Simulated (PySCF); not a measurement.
## Assignment exercise: C₇H₈O

Geometry:
```tsv
atom	x (Å)	y (Å)	z (Å)
O1	-2.645	-0.351	-0.922
C2	-1.998	-0.418	0.333
C3	-0.517	-0.162	0.215
C4	0.363	-1.204	-0.047
C5	1.714	-0.957	-0.215
C6	2.200	0.336	-0.126
C7	1.329	1.381	0.133
C8	-0.022	1.133	0.300
H9	-2.426	0.492	-1.336
H10	-2.450	0.302	1.031
H11	-2.188	-1.429	0.701
H12	-0.018	-2.212	-0.120
H13	2.389	-1.776	-0.416
H14	3.254	0.530	-0.256
H15	1.704	2.392	0.205
H16	-0.697	1.953	0.507
```

Level of theory: GFN2-xTB structure, GIAO PBE0/pcSseg-1 shieldings, in PySCF 2.14.0 with density-fitted response routines (no relativistic terms, gas phase, single conformer, averaged over atoms made equivalent by symmetry, fast rotation or ring inversion).

References, each an isolated molecule treated in the same way: TMS for ¹³C, ¹H.

**Question.** Assign these signals to the numbered atoms. ¹³C{¹H} NMR (computed): δ 148.3, 134.8, 134.7, 133.6, 72.4.

**Answer.** 
```tsv
δ (ppm)	atoms	environment	reason
148.3	C3	substituted aromatic carbon	–
134.8	C5/C7	aromatic CH	the aromatic region
134.7	C4/C8	aromatic CH	–
133.6	C6	aromatic CH	–
72.4	C2	sp3 CH2 bonded to O, on an aromatic ring	pulled downfield by the heteroatom
```

C5/C7 and C4/C8; C4/C8 and C6 lie closer than the usual error of such a calculation, so a measured spectrum could show them in the other order.

**Question.** Assign these signals to the numbered atoms. ¹H NMR (600 MHz, computed): δ 7.72 (m, 2H), 7.68 (m, 2H), 7.66 (m, 1H), 4.82 (s, 2H), 0.08 (br s, 1H).

**Answer.** 
7.72 → H13/H15, hydrogen on an aromatic CH: ring-current deshielding
7.68 → H12/H16, hydrogen on an aromatic CH
7.66 → H14, hydrogen on an aromatic CH
4.82 → H10/H11, hydrogen on an sp3 CH2 bonded to O, on an aromatic ring: its carbon carries O, an electronegative neighbour
0.08 → H9, hydrogen on an alcohol oxygen: labile proton, position sensitive to the medium

H13/H15 and H12/H16; H12/H16 and H14 lie closer than the usual error of such a calculation, so a measured spectrum could show them in the other order.

OH and NH positions are those of a molecule without intermolecular hydrogen bonds; in solution they move with solvent, concentration and temperature, and exchange usually removes their couplings. Shifts are as computed. Against solution values, carbons near 30 ppm lie about +3 ppm off and those near 130 ppm about +5 ppm. Of 1211 compounds with measured shifts, 218 miss one by over three times the rms of a fit or turn the order of signals round; such compounds aren't used in these exercises. Multiplicities follow the n + 1 count of equivalent neighbours, as no J values were calculated; m marks all less simple cases, F and P coupling included.
